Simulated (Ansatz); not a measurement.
# VO2: the cost of one run

Computed with Ansatz 0.2.0 through its Python package. Level of theory: DFT PBE, plane waves, PAW.

The COD entry's cell or inner coordinates are ideal or old and differ from later refinements, so a difference from it is no clean test against experiment.

### Step 1. The structure

Symmetry: P4_2/mnm, No. 136, tetragonal system. The conventional cell has a = 4.530 Å, b = 4.530 Å, c = 2.869 Å, α = 90.00°, β = 90.00°, γ = 90.00°. Around V (site symmetry mmm) lie 6 O at 1.90 to 1.95 Å. O (site symmetry m2m) has 3 V at 1.90 to 1.95 Å as nearest neighbours.

No structure file is read: the coordinates are typed or built in the script.

### Step 2. The code

Contents of vo2_ecut.py:

```python
# -*- coding: utf-8 -*-
import ansatz as az
from tabulate import tabulate


def main():
    crystal = (
        az.Lattice.of((4.53, 0.0, 0.0), (0.0, 4.53, 0.0), (0.0, 0.0, 2.869))
        .atom("V", (0.0, 0.0, 0.0), moment=1.0)
        .atom("V", (0.5, 0.5, 0.5), moment=-1.0)
        .atom("O", (0.305, 0.305, 0.0))
        .atom("O", (0.195, 0.805, 0.5))
        .atom("O", (0.695, 0.695, 0.0))
        .atom("O", (0.805, 0.195, 0.5))
    )

    setup = (
        crystal.calculation()
        .functional("pbe")
        .spin("collinear")
        .kpoints(5, 5, 7)
        .occupations(az.OccupationsMethod.COLD, width=0.05)
    )

    rows = []
    for value in [300, 375, 450, 525]:
        report = setup.basis(value).run(threads=1, backend="cpu").report
        rows.append((value, report["free_energy_ev"] / len(report["lattice"]["sites"]), report["n_iterations"], report["magnetization_mub"], report["n_pw"]))

    print(tabulate(rows, headers=["cutoff (eV)", "F/atom (eV)", "iterations", "moment (muB)", "plane waves"], floatfmt=".4f", tablefmt="simple"))

    for row in rows[:-1]:
        shift = 1000 * (row[1] - rows[-1][1])
        print(f"{row[0]}: {shift:+.2f} meV/atom" + ("  (within 5 meV)" if abs(shift) < 5 else ""))


if __name__ == "__main__":
    main()
```

### Step 3. The calls as engine input

The package turns the script's settings into the engine's input (first run):

```yaml
crystal:
  lattice:
    - [4.53, 0.0, 0.0]
    - [0.0, 4.53, 0.0]
    - [0.0, 0.0, 2.869]
  atoms:
    - { symbol: V, position: [0.0, 0.0, 0.0], spin: 1.0 }
    - { symbol: V, position: [0.5, 0.5, 0.5], spin: -1.0 }
    - { symbol: O, position: [0.305, 0.305, 0.0] }
    - { symbol: O, position: [0.195, 0.805, 0.5] }
    - { symbol: O, position: [0.695, 0.695, 0.0] }
    - { symbol: O, position: [0.805, 0.195, 0.5] }
basis:
  ecutwfc: 300.0
kpoints:
  mp_grid:
    grid: [5, 5, 7]
hamiltonian:
  xc: pbe
magnetization:
  spin_polarized: true
scf:
  occupations:
    method: cold
    width: 0.05
```

### Step 4. Running it

Command:

```
$ python vo2_ecut.py
```

**Question.** How long does this script take on 1 thread of Arm Neoverse V1, shared host, and how much memory does it need?

About 12 min, with a peak of 0.76 GiB.
